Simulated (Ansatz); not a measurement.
# ZrO2 (P4_2/nmc): dielectric-dependent hybrid calculation

Wanted for ZrO2 (P4_2/nmc): a dielectric-dependent hybrid calculation.

All numbers are computed with Ansatz 0.2.0 through its Python package. The levels of theory stand in the script.

## (1) The system

It takes space group P4_2/nmc (No. 137, tetragonal). Conventional cell: a = 3.596 Å, b = 3.596 Å, c = 5.177 Å, α = 90.00°, β = 90.00°, γ = 90.00°. Around Zr (site symmetry -4m2) lie 8 O at 2.08 to 2.37 Å. Around O (site symmetry 2mm) lie 4 Zr at 2.08 to 2.37 Å.

No structure file is read: the coordinates are typed or built in the script.

## (2) The code

Input file zro2_ddh.py:

```python
"""A hybrid whose exact exchange is one over the dielectric constant of ZrO2."""

import ansatz as az
import numpy as np


def count_gap(report):
    # lowest empty less highest filled band, counting bands; zero where they overlap
    return max(report.get("gap_by_band_count_ev") or 0.0, 0.0)

zro2 = (
    az.Lattice.of([3.5961, 0.0, 0.0], [0.0, 3.5961, 0.0], [0.0, 0.0, 5.177])
    .atom("Zr", [0.0, 0.0, 0.0])
    .atom("Zr", [0.5, 0.5, 0.5])
    .atom("O", [0.0, 0.5, 0.203])
    .atom("O", [0.0, 0.5, 0.703])
    .atom("O", [0.5, 0.0, 0.297])
    .atom("O", [0.5, 0.0, 0.797])
)

calculation = (
    zro2.calculation()
    .basis(320, density_ratio=4)
    .scf(max_iterations=200, extra_bands=2, lower_state_search="light")
    .kpoints(2, 2, 2, center="gamma")
    .occupations("fixed")
    .band_table()
)
semilocal = calculation.functional("pbe").run().report
hybrid = calculation.functional(exchange="pbe", correlation="pbe", exact_fraction="inverse_dielectric").run().report
alpha = hybrid["hybrid"]["exact_exchange_fraction"]
print(f"fraction of exact exchange {alpha:.4f}, so eps_inf = {1 / alpha:.2f}")
print(f"gap by band count: {count_gap(semilocal):.3f} eV semilocal, {count_gap(hybrid):.3f} eV hybrid")
```

## (3) The calls as engine input

The package turns the script's settings into the engine's input (first run):

```yaml
crystal:
  lattice:
    - [3.5961, 0.0, 0.0]
    - [0.0, 3.5961, 0.0]
    - [0.0, 0.0, 5.177]
  atoms:
    - { symbol: Zr, position: [0.0, 0.0, 0.0] }
    - { symbol: Zr, position: [0.5, 0.5, 0.5] }
    - { symbol: O, position: [0.0, 0.5, 0.203] }
    - { symbol: O, position: [0.0, 0.5, 0.703] }
    - { symbol: O, position: [0.5, 0.0, 0.297] }
    - { symbol: O, position: [0.5, 0.0, 0.797] }
basis:
  ecutwfc: 320.0
  ecutrho_ratio: 4
kpoints:
  mp_grid:
    grid: [2, 2, 2]
    shift: [0.0, 0.0, 0.0]
hamiltonian:
  xc: pbe
scf:
  max_iter: 200
  n_extra_bands: 2
  lower_state_search: light
  occupations:
    method: fixed
output:
  eigenvalues: true
```

## (4) The run

Run with:

```sh
> python zro2_ddh.py
```

The log of the run:

```text
DeckWarning: basis.ecutwfc = 320 eV is below the records' recommended 420 eV, and the density's cutoff is lower with it unless basis.ecutrho_ratio is high enough to keep the records' density cutoff: compare with a run at a higher cutoff
DeckWarning: basis.ecutrho_ratio = 4 (ecutrho = 1280 eV) is below the records' recommended 1680 eV
fraction of exact exchange 0.1801, so eps_inf = 5.55
gap by band count: 3.961 eV semilocal, 5.729 eV hybrid
```

(Warnings from the package without file and line.)

Wall time 5 min (1 thread of Arm Neoverse V1, shared host); peak memory 1.5 GiB.

## (5) Inputs of later runs

The engine's inputs for the other runs:

Run 2, against run 1:

```diff
@@ -21 +21,5 @@
-  xc: pbe
+  xc:
+    exchange: pbe
+    correlation: pbe
+    exx:
+      coeff: inverse_dielectric
```

## (6) Run by run

From the records of these 2 runs:

```
run  functional  hamiltonian.xc.exchange  hamiltonian.xc.correlation  energy (eV/atom)  gap on the mesh (eV)  SCF cycles  CPU time (s)
  1         pbe                  not set                     not set        -1774.4124                  3.96           6          0.54
  2     not set                      pbe                         pbe        -1774.9267                  5.73          14           300
```

Totals hang on method, basis and potentials, so only like runs compare.

## (7) Outcome

```
                                                  quantity                                value
                                             runs compared                                    2
fraction of exact exchange 0.1801, so eps_inf (as printed)                                 5.55
                            gap by band count (as printed)  3.961 eV semilocal, 5.729 eV hybrid
```

What this shows: Runs 1, 2: each has a cutoff under the recommended one, so what rests on them isn't a property of the system. The fraction is 0.1801, one over a mean dielectric constant (a third of the trace) of 5.55. It opens the gap from 3.961 to 5.729 eV, by 1.77 eV. Reading the output:
- The cutoff lies under the one recommended for these potentials.
- No spin polarisation was allowed.
- The k-point mesh is coarse, and energy and stress weren't tested for convergence.
- Averages over directions belong to no single polarisation, least of all in layered crystals.
- Gaps and levels are Kohn-Sham values on a finite set of k-points, without spin-orbit coupling.
- The gaps are those of a coarse mesh; the run finds the dielectric constant of the semilocal functional on meshes of its own.
